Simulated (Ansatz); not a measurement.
**Two Ansatz runs on Si**

The structure comes from a relaxation in the same program, started in the sc type. Whether it is a known phase or the ground state wasn't checked. The listed cell was then made from it by scaling, straining or moving an atom.

First run: DFT, PBE, all-electron LAPW, scalar-relativistic (Ansatz 0.2.0).

Command: `ansatz run input.yaml --threads 1 --pin off --max-ram 2048MiB --backend cpu --events-out ev --progress --plain --runs-dir out` The run took about 6 s on 1 thread of a shared machine.

```yaml
crystal:
  lattice:
    - [2.5491709009, 0.0, 0.0]
    - [0.0, 2.5491709009, 0.0]
    - [0.0, 0.0, 2.5491709009]
  atoms:
    - { symbol: Si, position: [0.0, 0.0, 0.0] }
kpoints:
  mp_grid: { grid: [14, 14, 14] }
scf:
  occupations: { method: fermi_dirac, width: 0.03 }
hamiltonian:
  xc: pbe
  pseudopotentials: { kind: all_electron, lapw: { basis_error: 0.00025 } }
output:
  forces: true
  stress: true
  eigenvalues: true
```

Result: converged; pressure -1.92 GPa; no gap on the k mesh; 5 SCF iterations.

A second run of a changed input logged this at its end:

```
Error: YAML parse error: error: line 14 column 7: hamiltonian.xc: unknown variant `PBE-sol`, expected one of `lda`, `lda-pw`, `pw92`, `pbe`, `pbesol`, `rpbe`, `revpbe`, `blyp`, `pbe0`, `revpbe0`, `b3lyp`, `b3lyp5`, `hse06`, `wpbeh`, `hiss`, `lc_wpbe`, `cam_b3lyp`, `hf`, `r2scan`, `r2scanh`, `r2scan0`, `r2scan50`, `mr2scan`
  --> <input>:14:7
   |
12 |   max_iter: 75
13 | hamiltonian:
14 |   xc: PBE-sol
   |       ^ hamiltonian.xc: unknown variant `PBE-sol`, expected one of `lda`, `lda-pw`, `pw92`, `pbe`, `pbesol`, `rpbe`, `revpbe`, `blyp`, `pbe0`, `revpbe0`, `b3lyp`, `b3lyp5`, `hse06`, `wpbeh`, `hiss`, `lc_wpbe`, `cam_b3lyp`, `hf`, `r2scan`, `r2scanh`, `r2scan0`, `r2scan50`, `mr2scan`
15 |   pseudopotentials: { kind: all_electron, lapw: { basis_error: 0.00025 …
16 | output:
   |
```

What was wrong with the input?

An unknown functional, by this change (others could give a like log):
```diff
@@ -10,6 +10,7 @@
 scf:
   occupations: { method: fermi_dirac, width: 0.03 }
+  max_iter: 75
 hamiltonian:
-  xc: pbe
+  xc: PBE-sol
   pseudopotentials: { kind: all_electron, lapw: { basis_error: 0.00025 } }
 output:
```
